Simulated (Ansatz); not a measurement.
A relaxation computed with Ansatz, from input to last step.

```yaml
crystal:
  lattice:
    - [8.1976014835, 2.8397324539, 0.0]
    - [-1.6395202967, -8.5191973617, 0.0]
    - [0.0, 0.0, -12.7928244327]
  atoms:
    - { symbol: W, position: [0.7668813022, 0.8055630821, 0.75] }
    - { symbol: W, position: [0.4852850189, 0.3840538936, 0.75] }
    - { symbol: W, position: [0.1944369179, 0.9613182201, 0.75] }
    - { symbol: W, position: [0.8987688747, 0.5147149811, 0.75] }
    - { symbol: W, position: [0.6159461064, 0.1012311253, 0.75] }
    - { symbol: W, position: [0.0386817799, 0.2331186978, 0.75] }
    - { symbol: W, position: [0.0947389631, 0.4755641204, 0.25] }
    - { symbol: W, position: [0.5244358796, 0.6191748427, 0.25] }
    - { symbol: W, position: [0.237886047, 0.1903647487, 0.25] }
    - { symbol: W, position: [0.9524787017, 0.762113953, 0.25] }
    - { symbol: W, position: [0.6666666667, 0.3333333333, 0.25] }
    - { symbol: W, position: [0.3808251573, 0.9052610369, 0.25] }
    - { symbol: W, position: [0.8096352513, 0.0475212983, 0.25] }
    - { symbol: Se, position: [0.0952108227, 0.4744743186, 0.6215500609], spin: 0.167 }
    - { symbol: Se, position: [0.5255256814, 0.6207365042, 0.6215500609], spin: 0.167 }
    - { symbol: Se, position: [0.2399755033, 0.199060465, 0.6195499452] }
    - { symbol: Se, position: [0.9590849617, 0.7600244967, 0.6195499452] }
    - { symbol: Se, position: [0.6666666667, 0.3333333333, 0.6146670749] }
    - { symbol: Se, position: [0.3792634958, 0.9047891773, 0.6215500609], spin: 0.167 }
    - { symbol: Se, position: [0.800939535, 0.0409150383, 0.6195499452] }
    - { symbol: Se, position: [0.3333333333, 0.6666666667, 0.1181146147] }
    - { symbol: Se, position: [0.7618869767, 0.8091446739, 0.1175581372] }
    - { symbol: Se, position: [0.4763580786, 0.3814399371, 0.1177476519] }
    - { symbol: Se, position: [0.1908553261, 0.9527423028, 0.1175581372] }
    - { symbol: Se, position: [0.9050818585, 0.5236419214, 0.1177476519] }
    - { symbol: Se, position: [0.6185600629, 0.0949181415, 0.1177476519] }
    - { symbol: Se, position: [0.0472576972, 0.2381130233, 0.1175581372] }
    - { symbol: Se, position: [0.0952108227, 0.4744743186, 0.8784499391], spin: 0.167 }
    - { symbol: Se, position: [0.5255256814, 0.6207365042, 0.8784499391], spin: 0.167 }
    - { symbol: Se, position: [0.2399755033, 0.199060465, 0.8804500548] }
    - { symbol: Se, position: [0.9590849617, 0.7600244967, 0.8804500548] }
    - { symbol: Se, position: [0.6666666667, 0.3333333333, 0.8853329251] }
    - { symbol: Se, position: [0.3792634958, 0.9047891773, 0.8784499391], spin: 0.167 }
    - { symbol: Se, position: [0.800939535, 0.0409150383, 0.8804500548] }
    - { symbol: Se, position: [0.3333333333, 0.6666666667, 0.3818853853] }
    - { symbol: Se, position: [0.7618869767, 0.8091446739, 0.3824418628] }
    - { symbol: Se, position: [0.4763580786, 0.3814399371, 0.3822523481] }
    - { symbol: Se, position: [0.1908553261, 0.9527423028, 0.3824418628] }
    - { symbol: Se, position: [0.9050818585, 0.5236419214, 0.3822523481] }
    - { symbol: Se, position: [0.6185600629, 0.0949181415, 0.3822523481] }
    - { symbol: Se, position: [0.0472576972, 0.2381130233, 0.3824418628] }
  host:
    lattice:
      - [3.2790405934, 0.0, 0.0]
      - [-1.6395202967, 2.8397324539, 0.0]
      - [0.0, 0.0, 12.7928244327]
    atoms:
      - { symbol: W, position: [0.6666666667, 0.3333333333, 0.2500158187] }
      - { symbol: W, position: [0.3333333333, 0.6666666667, 0.7499841813] }
      - { symbol: Se, position: [0.3333333333, 0.6666666667, 0.3816757244] }
      - { symbol: Se, position: [0.6666666667, 0.3333333333, 0.881643647] }
      - { symbol: Se, position: [0.3333333333, 0.6666666667, 0.118356353] }
      - { symbol: Se, position: [0.6666666667, 0.3333333333, 0.6183242756] }
total_charge: -3
basis:
  ecutwfc: 420
  xc_grid: 2
kpoints:
  mp_grid: { grid: [2, 2, 2], shift: [0.0, 0.0, 0.0] }
hamiltonian:
  xc: pbe
  dispersion: d3bj
scf:
  occupations: { method: gaussian, width: 0.01 }
output:
  forces: true
  stress: false
  eigenvalues: true
  populations: true
  charged_corrections:
    defect_position: [0.33333333, 0.66666667, 0.74998418]
    epsilon: [[15.759, 0.0, 0.0], [0.0, 15.759, 0.0], [0.0, 0.0, 8.2223]]
  write_density: true
  write_potential: true
  elf: true
  volumetric_format: npy
magnetization:
  spin_polarized: true
relax:
  adjacent_minimum: "off"
  f_tol: 0.025
  max_steps: 45
```

```bash
ansatz run input.yaml --threads 4 --pin off --max-ram 10240MiB --backend cpu --events-out ev --progress --plain --runs-dir out
```

These are results of DFT PBE+D3(BJ), scalar-relativistic, plane waves, PAW (Ansatz), not measurements.

The cell holds a point defect: W vacancy (site d), charge −3.

Of 6 frames 5 are shown, positions in Å and forces in eV/Å; the SCF threshold varies from step to step. The mark taken_back stands on steps that the optimiser undid.

```xyz
41
Lattice="8.1976 2.8397 0.0000 -1.6395 -8.5192 0.0000 0.0000 0.0000 -12.7928" Properties=species:S:1:pos:R:3:forces:R:3 pbc="T T T" step=1 free_energy_over_end_meV_per_atom=0.27
W     4.9658   -4.6850   -9.5946    0.1170   -0.0382    0.0000
W     3.3485   -1.8938   -9.5946    0.0501    0.1724    0.0000
W     0.0178   -7.6375   -9.5946   -0.0916   -0.0822    0.0000
W     6.5239   -1.8327   -9.5946   -0.1744   -0.0428    0.0000
W     4.8833    0.8867   -9.5946    0.1242   -0.1296    0.0000
W    -0.0651   -1.8761   -9.5946   -0.0254    0.1204    0.0000
W    -0.0031   -3.7824   -3.1982    0.0036    0.0202    0.0000
W     3.2840   -3.7856   -3.1982    0.0157   -0.0132    0.0000
W     1.6380   -0.9462   -3.1982   -0.0084    0.0342    0.0000
W     6.5585   -3.7878   -3.1982   -0.0254   -0.0244    0.0000
W     4.9186   -0.9466   -3.1982    0.0000    0.0000    0.0000
W     1.6377   -6.6307   -3.1982   -0.0193   -0.0070    0.0000
W     6.5592    1.8943   -3.1982    0.0338   -0.0098    0.0000
Se    0.0026   -3.7718   -7.9514    0.0098   -0.0089    0.0409
Se    3.2903   -3.7958   -7.9514   -0.0126   -0.0040    0.0409
Se    1.6409   -1.0144   -7.9258   -0.0308   -0.0045   -0.0145
Se    6.6161   -3.7513   -7.9258    0.0193   -0.0245   -0.0145
Se    4.9186   -0.9466   -7.8633    0.0000    0.0000   -0.0327
Se    1.6256   -6.6311   -7.9514    0.0028    0.0129    0.0409
Se    6.4987    1.9259   -7.9258    0.0115    0.0289   -0.0145
Se    1.6395   -4.7329   -1.5110    0.0000    0.0000    0.0595
Se    4.9190   -4.7297   -1.5039   -0.0126    0.0070    0.0652
Se    3.2796   -1.8968   -1.5063    0.0041   -0.0088    0.0719
Se    0.0025   -7.5746   -1.5039    0.0124    0.0074    0.0652
Se    6.5610   -1.8908   -1.5063    0.0056    0.0079    0.0719
Se    4.9151    0.9479   -1.5063   -0.0097    0.0009    0.0719
Se   -0.0030   -1.8943   -1.5039    0.0002   -0.0144    0.0652
Se    0.0026   -3.7718  -11.2379    0.0098   -0.0089   -0.0409
Se    3.2903   -3.7958  -11.2379   -0.0126   -0.0040   -0.0409
Se    1.6409   -1.0144  -11.2634   -0.0308   -0.0045    0.0145
Se    6.6161   -3.7513  -11.2634    0.0193   -0.0245    0.0145
Se    4.9186   -0.9466  -11.3259    0.0000    0.0000    0.0327
Se    1.6256   -6.6311  -11.2379    0.0028    0.0129   -0.0409
Se    6.4987    1.9259  -11.2634    0.0115    0.0289    0.0145
Se    1.6395   -4.7329   -4.8854    0.0000    0.0000   -0.0595
Se    4.9190   -4.7297   -4.8925   -0.0126    0.0070   -0.0652
Se    3.2796   -1.8968   -4.8901    0.0041   -0.0088   -0.0719
Se    0.0025   -7.5746   -4.8925    0.0124    0.0074   -0.0652
Se    6.5610   -1.8908   -4.8901    0.0056    0.0079   -0.0719
Se    4.9151    0.9479   -4.8901   -0.0097    0.0009   -0.0719
Se   -0.0030   -1.8943   -4.8925    0.0002   -0.0144   -0.0652
41
Lattice="8.1976 2.8397 0.0000 -1.6395 -8.5192 0.0000 0.0000 0.0000 -12.7928" Properties=species:S:1:pos:R:3:forces:R:3 pbc="T T T" step=2 free_energy_over_end_meV_per_atom=0.45 taken_back
W     4.9858   -4.6789   -9.5946   -0.0798    0.0147    0.0000
W     3.3506   -1.8567   -9.5946    0.0932   -0.1186    0.0000
W     0.0132   -7.6578   -9.5946    0.0526    0.0618    0.0000
W     6.4908   -1.8494   -9.5946    0.0561    0.1400    0.0000
W     4.9143    0.8664   -9.5946   -0.1493   -0.0214    0.0000
W    -0.0804   -1.8620   -9.5946    0.0272   -0.0765    0.0000
W    -0.0011   -3.7802   -3.1982    0.0026   -0.0064    0.0000
W     3.2849   -3.7884   -3.1982   -0.0068    0.0010    0.0000
W     1.6383   -0.9389   -3.1982   -0.0087   -0.0525    0.0000
W     6.5521   -3.7912   -3.1982    0.0498    0.0187    0.0000
W     4.9186   -0.9466   -3.1982    0.0000    0.0000    0.0000
W     1.6348   -6.6301   -3.1982    0.0042    0.0054    0.0000
W     6.5653    1.8904   -3.1982   -0.0411    0.0338    0.0000
Se   -0.0272   -3.7697   -7.9545    0.0924   -0.0148   -0.0073
Se    3.3070   -3.7711   -7.9545   -0.0590   -0.0726   -0.0073
Se    1.6248   -1.0206   -7.9194    0.0427   -0.0263   -0.0089
Se    6.6295   -3.7620   -7.9194    0.0014    0.0501   -0.0089
Se    4.9186   -0.9466   -7.8494    0.0000    0.0000    0.0376
Se    1.6387   -6.6579   -7.9545   -0.0334    0.0874   -0.0073
Se    6.5013    1.9429   -7.9194   -0.0441   -0.0238   -0.0089
Se    1.6395   -4.7329   -1.5025    0.0000    0.0000   -0.0737
Se    4.9147   -4.7332   -1.4935    0.0185    0.0041   -0.0943
Se    3.2792   -1.8986   -1.4985    0.0056    0.0221   -0.0887
Se    0.0016   -7.5691   -1.4935   -0.0057   -0.0181   -0.0943
Se    6.5627   -1.8903   -1.4985   -0.0220   -0.0062   -0.0887
Se    4.9137    0.9492   -1.4985    0.0163   -0.0159   -0.0887
Se    0.0022   -1.8963   -1.4935   -0.0128    0.0140   -0.0943
Se   -0.0272   -3.7697  -11.2347    0.0924   -0.0148    0.0073
Se    3.3070   -3.7711  -11.2347   -0.0590   -0.0726    0.0073
Se    1.6248   -1.0206  -11.2699    0.0427   -0.0263    0.0089
Se    6.6295   -3.7620  -11.2699    0.0014    0.0501    0.0089
Se    4.9186   -0.9466  -11.3398    0.0000    0.0000   -0.0376
Se    1.6387   -6.6579  -11.2347   -0.0334    0.0874    0.0073
Se    6.5013    1.9429  -11.2699   -0.0441   -0.0238    0.0089
Se    1.6395   -4.7329   -4.8939    0.0000    0.0000    0.0737
Se    4.9147   -4.7332   -4.9029    0.0185    0.0041    0.0943
Se    3.2792   -1.8986   -4.8979    0.0056    0.0221    0.0887
Se    0.0016   -7.5691   -4.9029   -0.0057   -0.0181    0.0943
Se    6.5627   -1.8903   -4.8979   -0.0220   -0.0062    0.0887
Se    4.9137    0.9492   -4.8979    0.0163   -0.0159    0.0887
Se    0.0022   -1.8963   -4.9029   -0.0128    0.0140    0.0943
41
Lattice="8.1976 2.8397 0.0000 -1.6395 -8.5192 0.0000 0.0000 0.0000 -12.7928" Properties=species:S:1:pos:R:3:forces:R:3 pbc="T T T" step=3 free_energy_over_end_meV_per_atom=0.05
W     4.9758   -4.6827   -9.5946   -0.0056   -0.0029    0.0000
W     3.3537   -1.8774   -9.5946    0.0616    0.0250    0.0000
W     0.0148   -7.6473   -9.5946    0.0003    0.0063    0.0000
W     6.5071   -1.8363   -9.5946   -0.0525    0.0408    0.0000
W     4.8948    0.8740   -9.5946   -0.0091   -0.0659    0.0000
W    -0.0721   -1.8686   -9.5946    0.0053   -0.0034    0.0000
W    -0.0024   -3.7811   -3.1982    0.0030    0.0049    0.0000
W     3.2847   -3.7868   -3.1982    0.0028   -0.0051    0.0000
W     1.6376   -0.9435   -3.1982   -0.0020   -0.0008    0.0000
W     6.5564   -3.7895   -3.1982    0.0016   -0.0013    0.0000
W     4.9186   -0.9466   -3.1982    0.0000    0.0000    0.0000
W     1.6363   -6.6307   -3.1982   -0.0058    0.0001    0.0000
W     6.5617    1.8933   -3.1982    0.0003    0.0021    0.0000
Se   -0.0060   -3.7715   -7.9534    0.0100   -0.0016    0.0103
Se    3.2949   -3.7885   -7.9534   -0.0064   -0.0079    0.0103
Se    1.6353   -1.0191   -7.9243   -0.0006   -0.0022    0.0005
Se    6.6230   -3.7537   -7.9243    0.0022    0.0005    0.0005
Se    4.9186   -0.9466   -7.8545    0.0000    0.0000    0.0196
Se    1.6297   -6.6387   -7.9534   -0.0037    0.0094    0.0103
Se    6.4974    1.9331   -7.9243   -0.0016    0.0017    0.0005
Se    1.6395   -4.7329   -1.5070    0.0000    0.0000   -0.0075
Se    4.9175   -4.7304   -1.4989    0.0009   -0.0004   -0.0106
Se    3.2797   -1.8974   -1.5023   -0.0012    0.0007   -0.0100
Se    0.0027   -7.5729   -1.4989   -0.0008   -0.0006   -0.0106
Se    6.5615   -1.8905   -1.5023    0.0000   -0.0014   -0.0100
Se    4.9145    0.9482   -1.5023    0.0012    0.0007   -0.0100
Se   -0.0016   -1.8954   -1.4989   -0.0002    0.0010   -0.0106
Se   -0.0060   -3.7715  -11.2358    0.0100   -0.0016   -0.0103
Se    3.2949   -3.7885  -11.2358   -0.0064   -0.0079   -0.0103
Se    1.6353   -1.0191  -11.2649   -0.0006   -0.0022   -0.0005
Se    6.6230   -3.7537  -11.2649    0.0022    0.0005   -0.0005
Se    4.9186   -0.9466  -11.3347    0.0000    0.0000   -0.0196
Se    1.6297   -6.6387  -11.2358   -0.0037    0.0094   -0.0103
Se    6.4974    1.9331  -11.2649   -0.0016    0.0017   -0.0005
Se    1.6395   -4.7329   -4.8894    0.0000    0.0000    0.0075
Se    4.9175   -4.7304   -4.8975    0.0009   -0.0004    0.0106
Se    3.2797   -1.8974   -4.8941   -0.0012    0.0007    0.0100
Se    0.0027   -7.5729   -4.8975   -0.0008   -0.0006    0.0106
Se    6.5615   -1.8905   -4.8941    0.0000   -0.0014    0.0100
Se    4.9145    0.9482   -4.8941    0.0012    0.0007    0.0100
Se   -0.0016   -1.8954   -4.8975   -0.0002    0.0010    0.0106
41
Lattice="8.1976 2.8397 0.0000 -1.6395 -8.5192 0.0000 0.0000 0.0000 -12.7928" Properties=species:S:1:pos:R:3:forces:R:3 pbc="T T T" step=5 free_energy_over_end_meV_per_atom=0.04 taken_back
W     4.9728   -4.6717   -9.5946    0.0142   -0.0869    0.0000
W     3.3764   -1.8702   -9.5946   -0.0259   -0.0113    0.0000
W     0.0259   -7.6502   -9.5946   -0.0824    0.0312    0.0000
W     6.4896   -1.8203   -9.5946    0.0227   -0.0168    0.0000
W     4.8898    0.8508   -9.5946    0.0032    0.0280    0.0000
W    -0.0801   -1.8768   -9.5946    0.0682    0.0557    0.0000
W    -0.0016   -3.7793   -3.1982   -0.0084    0.0012    0.0000
W     3.2859   -3.7884   -3.1982    0.0052    0.0066    0.0000
W     1.6346   -0.9432   -3.1982    0.0146    0.0019    0.0000
W     6.5577   -3.7923   -3.1982   -0.0089    0.0117    0.0000
W     4.9186   -0.9466   -3.1982    0.0000    0.0000    0.0000
W     1.6343   -6.6309   -3.1982    0.0031   -0.0078    0.0000
W     6.5635    1.8958   -3.1982   -0.0057   -0.0136    0.0000
Se   -0.0085   -3.7736   -7.9522   -0.0166    0.0074   -0.0146
Se    3.2943   -3.7853   -7.9522    0.0147    0.0107   -0.0146
Se    1.6351   -1.0270   -7.9320    0.0106   -0.0034    0.0166
Se    6.6299   -3.7499   -7.9320   -0.0023    0.0108    0.0166
Se    4.9186   -0.9466   -7.8314    0.0000    0.0000    0.0061
Se    1.6327   -6.6398   -7.9522    0.0019   -0.0180   -0.0146
Se    6.4906    1.9372   -7.9320   -0.0082   -0.0074    0.0166
Se    1.6395   -4.7329   -1.5086    0.0000    0.0000    0.0117
Se    4.9185   -4.7299   -1.4985   -0.0013    0.0002    0.0091
Se    3.2785   -1.8974   -1.5053    0.0009   -0.0020    0.0177
Se    0.0026   -7.5740   -1.4985    0.0008    0.0010    0.0091
Se    6.5621   -1.8915   -1.5053    0.0013    0.0018    0.0177
Se    4.9152    0.9492   -1.5053   -0.0022    0.0002    0.0177
Se   -0.0025   -1.8947   -1.4985    0.0005   -0.0012    0.0091
Se   -0.0085   -3.7736  -11.2370   -0.0166    0.0074    0.0146
Se    3.2943   -3.7853  -11.2370    0.0147    0.0107    0.0146
Se    1.6351   -1.0270  -11.2572    0.0106   -0.0034   -0.0166
Se    6.6299   -3.7499  -11.2572   -0.0023    0.0108   -0.0166
Se    4.9186   -0.9466  -11.3579    0.0000    0.0000   -0.0061
Se    1.6327   -6.6398  -11.2370    0.0019   -0.0180    0.0146
Se    6.4906    1.9372  -11.2572   -0.0082   -0.0074   -0.0166
Se    1.6395   -4.7329   -4.8878    0.0000    0.0000   -0.0117
Se    4.9185   -4.7299   -4.8979   -0.0013    0.0002   -0.0091
Se    3.2785   -1.8974   -4.8911    0.0009   -0.0020   -0.0177
Se    0.0026   -7.5740   -4.8979    0.0008    0.0010   -0.0091
Se    6.5621   -1.8915   -4.8911    0.0013    0.0018   -0.0177
Se    4.9152    0.9492   -4.8911   -0.0022    0.0002   -0.0177
Se   -0.0025   -1.8947   -4.8979    0.0005   -0.0012   -0.0091
41
Lattice="8.1976 2.8397 0.0000 -1.6395 -8.5192 0.0000 0.0000 0.0000 -12.7928" Properties=species:S:1:pos:R:3:forces:R:3 pbc="T T T" step=6 free_energy_over_end_meV_per_atom=0.00
W     4.9755   -4.6813   -9.5946   -0.0049    0.0115    0.0000
W     3.3683   -1.8721   -9.5946    0.0020   -0.0029    0.0000
W     0.0162   -7.6477   -9.5946    0.0124   -0.0015    0.0000
W     6.4952   -1.8264   -9.5946    0.0015    0.0032    0.0000
W     4.8922    0.8587   -9.5946   -0.0035   -0.0003    0.0000
W    -0.0732   -1.8697   -9.5946   -0.0075   -0.0099    0.0000
W    -0.0021   -3.7801   -3.1982   -0.0022    0.0004    0.0000
W     3.2854   -3.7876   -3.1982    0.0014    0.0017    0.0000
W     1.6368   -0.9432   -3.1982   -0.0013   -0.0023    0.0000
W     6.5565   -3.7904   -3.1982    0.0026    0.0000    0.0000
W     4.9186   -0.9466   -3.1982    0.0000    0.0000    0.0000
W     1.6352   -6.6309   -3.1982    0.0007   -0.0021    0.0000
W     6.5624    1.8938   -3.1982   -0.0013    0.0022    0.0000
Se   -0.0085   -3.7705   -7.9535    0.0038   -0.0042   -0.0035
Se    3.2970   -3.7868   -7.9535   -0.0055   -0.0012   -0.0035
Se    1.6370   -1.0219   -7.9273    0.0040   -0.0045   -0.0003
Se    6.6245   -3.7508   -7.9273    0.0019    0.0057   -0.0003
Se    4.9186   -0.9466   -7.8397    0.0000    0.0000    0.0058
Se    1.6301   -6.6413   -7.9535    0.0017    0.0053   -0.0035
Se    6.4941    1.9330   -7.9273   -0.0059   -0.0012   -0.0003
Se    1.6395   -4.7329   -1.5075    0.0000    0.0000   -0.0034
Se    4.9178   -4.7306   -1.4987    0.0002   -0.0001   -0.0036
Se    3.2793   -1.8976   -1.5032    0.0001   -0.0007   -0.0050
Se    0.0024   -7.5731   -1.4987   -0.0002   -0.0001   -0.0036
Se    6.5618   -1.8907   -1.5032    0.0006    0.0004   -0.0050
Se    4.9146    0.9486   -1.5032   -0.0006    0.0003   -0.0050
Se   -0.0017   -1.8950   -1.4987    0.0000    0.0002   -0.0036
Se   -0.0085   -3.7705  -11.2357    0.0038   -0.0042    0.0035
Se    3.2970   -3.7868  -11.2357   -0.0055   -0.0012    0.0035
Se    1.6370   -1.0219  -11.2619    0.0040   -0.0045    0.0003
Se    6.6245   -3.7508  -11.2619    0.0019    0.0057    0.0003
Se    4.9186   -0.9466  -11.3495    0.0000    0.0000   -0.0058
Se    1.6301   -6.6413  -11.2357    0.0017    0.0053    0.0035
Se    6.4941    1.9330  -11.2619   -0.0059   -0.0012    0.0003
Se    1.6395   -4.7329   -4.8889    0.0000    0.0000    0.0034
Se    4.9178   -4.7306   -4.8977    0.0002   -0.0001    0.0036
Se    3.2793   -1.8976   -4.8932    0.0001   -0.0007    0.0050
Se    0.0024   -7.5731   -4.8977   -0.0002   -0.0001    0.0036
Se    6.5618   -1.8907   -4.8932    0.0006    0.0004    0.0050
Se    4.9146    0.9486   -4.8932   -0.0006    0.0003    0.0050
Se   -0.0017   -1.8950   -4.8977    0.0000    0.0002    0.0036
```

The run took 11 min on 4 threads of Arm Neoverse V1, with other jobs on the host, peak memory 5.7 GiB.

Spin-orbit coupling is left out, which matters for the bands of heavy elements.

The relaxation kept the symmetry at the defect while a level is partly filled, so a distortion that splits the level (Jahn–Teller) was held off and may lie lower. The cell is also small for a charged defect.